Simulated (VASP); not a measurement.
# Si48H18O in VASP: settings compared, part 2 of 2

VASP 6.6.1.

## (3) Single point, optB86b-vdW

INCAR reads:

```
AGGAC    = 0.0          
ALGO     = Fast           # electronic algorithm
EDIFF    = 1E-6           # SCF threshold, eV
ENCUT    = 400            # plane-wave cutoff, eV
GGA      = MK             # functional
ISIF     = 2              # what is computed and relaxed
ISMEAR   = 0              # smearing method
ISYM     = 0            
LASPH    = True           # aspherical terms in the spheres
LCHARG   = False          # write CHGCAR
LREAL    = Auto         
LUSE_VDW = True         
LWAVE    = False          # write WAVECAR
NBANDS   = 147            # bands
NELM     = 80             # most SCF steps
PARAM1   = 0.1234       
PARAM2   = 1.0          
PREC     = Accurate       # precision mode
SIGMA    = 0.03           # smearing width, eV
```

KPOINTS reads:

```
k-points
0
Gamma
  1 1 1
```

POSCAR reads:

```
Si48H18O
1.0
    7.6805938572      7.6805938572      0.0000000000
   -7.6805938572      7.6805938572      0.0000000000
    0.0000000000      0.0000000000     23.4276500000
Si H O
48 18 1
Direct
    0.6851000000      0.3115000000      0.4098000000
    0.8145000000      0.6869000000      0.4092000000
    0.0396000000      0.9613000000      0.4413000000
    0.3115000000      0.1837000000      0.4090000000
    0.9585000000      0.5401000000      0.4390000000
    0.1937000000      0.8113000000      0.4169000000
    0.4546000000      0.0330000000      0.4385000000
    0.5406000000      0.4584000000      0.4382000000
    0.8742000000      0.3885000000      0.3770000000
    0.8902000000      0.8759000000      0.3785000000
    0.1229000000      0.1100000000      0.3772000000
    0.3884000000      0.3732000000      0.3772000000
    0.1139000000      0.6263000000      0.3797000000
    0.3704000000      0.8894000000      0.3717000000
    0.6099000000      0.1206000000      0.3790000000
    0.6246000000      0.6114000000      0.3768000000
    0.9995000000      0.2500000000      0.3246000000
    0.0040000000      0.7500000000      0.3140000000
    0.2490000000      0.0034000000      0.3097000000
    0.5011000000      0.2480000000      0.3127000000
    0.2496000000      0.5000000000      0.3254000000
    0.5000000000      0.7495000000      0.3235000000
    0.7502000000      0.9989000000      0.3252000000
    0.7506000000      0.5010000000      0.3121000000
    0.8723000000      0.1268000000      0.2650000000
    0.8791000000      0.6254000000      0.2573000000
    0.1230000000      0.8768000000      0.2558000000
    0.3769000000      0.1254000000      0.2552000000
    0.1263000000      0.3735000000      0.2650000000
    0.3728000000      0.6258000000      0.2646000000
    0.6278000000      0.8732000000      0.2645000000
    0.6242000000      0.3761000000      0.2568000000
    0.7510000000      0.2487000000      0.2024000000
    0.7501000000      0.7508000000      0.2026000000
    0.9950000000      0.0042000000      0.2026000000
    0.2484000000      0.2525000000      0.2021000000
    0.0038000000      0.4965000000      0.2029000000
    0.2512000000      0.7488000000      0.2024000000
    0.5041000000      0.9958000000      0.2026000000
    0.4962000000      0.5031000000      0.2029000000
    0.8750000000      0.3750000000      0.1455000000
    0.8750000000      0.8750000000      0.1455000000
    0.1250000000      0.1250000000      0.1455000000
    0.3750000000      0.3750000000      0.1455000000
    0.1250000000      0.6250000000      0.1455000000
    0.3750000000      0.8750000000      0.1455000000
    0.6250000000      0.1250000000      0.1455000000
    0.6250000000      0.6250000000      0.1455000000
    0.9516000000      0.2984000000      0.1067000000
    0.7984000000      0.4516000000      0.1067000000
    0.9516000000      0.7984000000      0.1067000000
    0.7984000000      0.9516000000      0.1067000000
    0.2016000000      0.0484000000      0.1067000000
    0.0484000000      0.2016000000      0.1067000000
    0.4516000000      0.2984000000      0.1067000000
    0.2984000000      0.4516000000      0.1067000000
    0.2016000000      0.5484000000      0.1067000000
    0.0484000000      0.7016000000      0.1067000000
    0.4516000000      0.7984000000      0.1067000000
    0.2984000000      0.9516000000      0.1067000000
    0.7016000000      0.0484000000      0.1067000000
    0.5484000000      0.2016000000      0.1067000000
    0.7016000000      0.5484000000      0.1067000000
    0.5484000000      0.7016000000      0.1067000000
    0.3411000000      0.8595000000      0.4923000000
    0.2096000000      0.8399000000      0.5196000000
    0.2700000000      0.8007000000      0.4942000000
```

Potentials or basis: VASP PAW PBE potentials, release 64 (Si, H, O).

Command:

```console
cat potpaw_PBE.64/Si/POTCAR potpaw_PBE.64/H/POTCAR potpaw_PBE.64/O/POTCAR > POTCAR
mpirun -np 8 vasp_gam > vasp.out
```

Run time: 6.3 min. Hardware: 8 MPI ranks of Intel Xeon Platinum 8559C (Emerald Rapids), shared host; peak memory 0.85 GiB.

Results (log left out):

```
Free energy            : -255.0645 eV
Largest force          : 0.404 eV/Å
Band gap on the k mesh : 0.45 eV, direct
```

Forces in eV/Å, atoms in the order of the input:
```
Si  -0.043  0.002 -0.029
Si   0.063 -0.010 -0.043
Si  -0.039 -0.001  0.113
Si   0.067  0.005 -0.031
Si  -0.020 -0.003  0.094
Si   0.056 -0.010  0.078
Si  -0.027  0.023  0.074
Si   0.013 -0.004  0.105
Si  -0.013 -0.040  0.050
Si  -0.010 -0.043  0.037
Si  -0.013  0.039  0.032
Si   0.009 -0.034  0.047
Si   0.015 -0.014  0.030
Si   0.004  0.013  0.022
Si  -0.010  0.030  0.055
Si   0.009  0.041  0.051
Si   0.001  0.003  0.020
Si  -0.029 -0.050  0.052
Si  -0.026  0.030  0.063
Si   0.000  0.007  0.108
Si  -0.006 -0.004  0.008
Si   0.003  0.012  0.014
Si   0.001  0.006  0.013
Si  -0.005  0.018  0.094
Si  -0.003 -0.007 -0.002
Si  -0.014 -0.002 -0.018
Si   0.009  0.006 -0.016
Si  -0.013  0.009 -0.042
Si   0.013  0.010 -0.001
Si  -0.004 -0.008  0.000
Si   0.013 -0.011 -0.005
Si   0.020 -0.003 -0.018
Si   0.005  0.007 -0.017
Si  -0.008  0.000 -0.010
Si  -0.010  0.002 -0.026
Si  -0.008 -0.007 -0.008
Si   0.007  0.004 -0.027
Si   0.006 -0.009 -0.021
Si   0.003  0.005 -0.027
Si  -0.017 -0.007 -0.038
Si   0.285  0.013 -0.069
Si  -0.333 -0.019 -0.180
Si  -0.341 -0.013 -0.089
Si  -0.352  0.036 -0.194
Si   0.311 -0.022 -0.117
Si   0.336 -0.002 -0.130
Si   0.322 -0.013 -0.141
Si  -0.241  0.006 -0.022
H   -0.315 -0.018 -0.031
H    0.291  0.025  0.055
H   -0.292  0.046  0.054
H    0.322 -0.043 -0.050
H   -0.290 -0.033  0.063
H    0.321  0.022 -0.050
H   -0.289  0.014  0.056
H    0.329  0.009 -0.051
H   -0.322  0.030 -0.040
H    0.294 -0.030  0.052
H   -0.331 -0.031 -0.048
H    0.293  0.028  0.055
H   -0.319  0.034 -0.042
H    0.291 -0.030  0.055
H   -0.294 -0.035  0.049
H    0.321  0.032 -0.020
H    0.099  0.193  0.023
H   -0.170 -0.102  0.225
O    0.073 -0.103 -0.196
```

Levels at points of the mesh, in eV from the valence-band top:
```tsv
k point	band 104	band 105	band 106	band 107	band 108	band 109	band 110	band 111	band 112	band 113
(0.00, 0.00, 0.00)	-0.45	-0.28	-0.22	-0.06	0.00	0.45	1.13	1.23	1.27	1.31
```

Caveat: the PAW data sets were made with another functional, which shifts forces and pressure a little.

## (4) Single point, rev-vdW-DF2

INCAR, as its differences from that of step 3:

```diff
@@ -16,4 +16,5 @@
 PARAM1   = 0.1234       
-PARAM2   = 1.0          
+PARAM2   = 0.711357     
 PREC     = Accurate       # precision mode
 SIGMA    = 0.03           # smearing width, eV
+ZAB_VDW  = -1.8867
```

KPOINTS is that of step 3.

POSCAR is that of step 3.

Command:

```console
cat potpaw_PBE.64/Si/POTCAR potpaw_PBE.64/H/POTCAR potpaw_PBE.64/O/POTCAR > POTCAR
mpirun -np 8 vasp_gam > vasp.out
```

Run time: 4.5 min. Hardware: 8 MPI ranks of Intel Xeon Platinum 8559C (Emerald Rapids), shared host; peak memory 0.84 GiB.

It converged, with:

```
Free energy            : -261.0174 eV
Largest force          : 0.414 eV/Å
Band gap on the k mesh : 0.44 eV, direct
```

Forces in eV/Å, atoms in the order of the input:
```
Si  -0.038  0.002 -0.018
Si   0.055 -0.009 -0.032
Si  -0.039 -0.002  0.113
Si   0.058  0.004 -0.022
Si  -0.023 -0.003  0.089
Si   0.066 -0.014  0.081
Si  -0.028  0.023  0.070
Si   0.017 -0.004  0.100
Si  -0.011 -0.044  0.051
Si  -0.012 -0.049  0.039
Si  -0.016  0.046  0.034
Si   0.007 -0.039  0.048
Si   0.019 -0.011  0.031
Si   0.005  0.010  0.019
Si  -0.006  0.036  0.058
Si   0.007  0.046  0.051
Si   0.001  0.003  0.021
Si  -0.029 -0.049  0.043
Si  -0.024  0.028  0.055
Si   0.000  0.006  0.098
Si  -0.006 -0.004  0.009
Si   0.003  0.012  0.014
Si   0.001  0.005  0.014
Si  -0.005  0.018  0.086
Si  -0.004 -0.006  0.000
Si  -0.015 -0.002 -0.015
Si   0.012  0.007 -0.012
Si  -0.015  0.008 -0.038
Si   0.013  0.009  0.001
Si  -0.005 -0.007  0.001
Si   0.014 -0.010 -0.003
Si   0.023 -0.003 -0.015
Si   0.002  0.007 -0.016
Si  -0.006  0.001 -0.009
Si  -0.007  0.001 -0.025
Si  -0.004 -0.007 -0.008
Si   0.005  0.004 -0.026
Si   0.004 -0.008 -0.020
Si   0.000  0.005 -0.025
Si  -0.015 -0.007 -0.036
Si   0.286  0.012 -0.090
Si  -0.333 -0.020 -0.200
Si  -0.342 -0.012 -0.110
Si  -0.352  0.035 -0.215
Si   0.311 -0.021 -0.138
Si   0.336 -0.003 -0.151
Si   0.323 -0.013 -0.161
Si  -0.242  0.006 -0.042
H   -0.322 -0.018 -0.023
H    0.298  0.025  0.063
H   -0.298  0.046  0.062
H    0.329 -0.043 -0.042
H   -0.297 -0.033  0.071
H    0.328  0.022 -0.041
H   -0.296  0.014  0.064
H    0.336  0.009 -0.043
H   -0.329  0.030 -0.032
H    0.301 -0.030  0.060
H   -0.338 -0.031 -0.039
H    0.300  0.028  0.063
H   -0.325  0.034 -0.034
H    0.297 -0.030  0.063
H   -0.300 -0.035  0.057
H    0.327  0.032 -0.011
H    0.107  0.197  0.029
H   -0.172 -0.108  0.234
O    0.063 -0.095 -0.197
```

Levels at points of the mesh, in eV from the valence-band top:
```
           k point  band 106  band 107  band 108  band 109  band 110  band 111
(0.00, 0.00, 0.00)     -0.22     -0.06      0.00      0.44      1.12      1.22
```

Caveat: the PAW data sets were made with another functional, which shifts forces and pressure a little.

## (5) Overview

| level | gap on the mesh (eV) | largest force (eV/Å) |
| --- | --- | --- |
| PBE+D3(BJ) | 0.44 | 0.37 |
| optB86b-vdW | 0.45 | 0.40 |
| rev-vdW-DF2 | 0.44 | 0.41 |

Alike in all rows: task single point; potentials or basis VASP PAW PBE potentials, release 64 (Si, H, O); no spin polarisation; cell as given; k mesh 1 × 1 × 1; cutoff (eV) 400; smearing gaussian 0.03 eV.

On the cell as given the gap runs from 0.44 eV (PBE+D3(BJ)) to 0.45 eV (optB86b-vdW).

Caveats: the PAW data sets were made with another functional, which shifts forces and pressure a little (some runs).

Absolute energies hang on the potentials; compare differences alone.
